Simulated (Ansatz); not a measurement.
Input of an Ansatz 0.2.0 run:

Contents of input.yaml:

```yaml
crystal:
  lattice:
    - [0.0, 2.5663, 2.5663]
    - [2.5663, 0.0, 2.5663]
    - [2.5663, 2.5663, 0.0]
  atoms:
    - { symbol: Sr, position: [0.5, 0.5, 0.5] }
    - { symbol: O, position: [0.0, 0.0, 0.0] }
kpoints:
  mp_grid: { grid: [9, 9, 9] }
scf:
  occupations: { method: gaussian, width: 0.017 }
hamiltonian:
  xc: pbe
  pseudopotentials: { kind: all_electron, lapw: { basis_error: 0.001 } }
output:
  forces: true
  stress: true
  eigenvalues: true
```

Potentials or basis: all-electron LAPW, scalar-relativistic.

The run is started by

```console
$ ansatz run input.yaml --threads 1 --pin off --max-ram 3072MiB --backend cpu --events-out ev --progress --plain --runs-dir out
```

Q: Estimate the band gap on the k mesh.

A: 3.37 eV, indirect (least direct gap 3.45 eV).

Q: What does it give for the pressure?

A: 3.3 GPa.

Caveat: an odd mesh through Γ misses points on the zone boundary, where band edges often lie.
